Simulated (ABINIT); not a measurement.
The system is ZrB2.

```
Zr B
1.0
     3.17000    0.00000    0.00000
    -1.58500    2.74530    0.00000
     0.00000    0.00000    3.53300
Zr B
1 2
Direct
  0.00000 0.00000 0.00000
  0.66667 0.33333 0.50000
  0.33333 0.66667 0.50000
```

```yaml
Program: ABINIT 10.8.3 (patched build)
Task: single point
Functional: PBEsol
Potentials_or_basis: PseudoDojo NC SR PBEsol v0.4.1 standard
Cutoff: 1034 eV
k_mesh: 10 × 10 × 8
Occupations: fermi-dirac, width 0.05 eV
Spin: no spin polarisation
```

On this cell: pressure -3.7 GPa; largest force under 0.003 eV/Å; band gap on the k mesh none (metal or under the smearing width).

The same run follows on a disturbed copy (atoms moved at random, drawn with an rms of 0.05 Å):

```xyz
3
Lattice="3.1700 0.0000 0.0000 -1.5850 2.7453 0.0000 0.0000 0.0000 3.5330" Properties=species:S:1:pos:R:3 pbc="T T T"
Zr   -0.0317    0.0579   -0.0309
B     1.5522    0.9061    1.7516
B     0.0305    1.8258    1.8164
```

Problem. What changes?

Solution. The energy (extrapolated to zero smearing) moves by +28.4 meV/atom; pressure -2.7 GPa; largest force 1.252 eV/Å; band gap on the k mesh none (metal or under the smearing width).

Forces in eV/Å, atoms in the order of the input:
```
Zr   0.375 -0.835  0.681
B    0.544  0.396  0.047
B   -0.919  0.439 -0.728
```

Stress tensor (GPa, compression positive):
```
-2.49  0.42  0.44
 0.42 -2.74 -0.71
 0.44 -0.71 -2.96
```
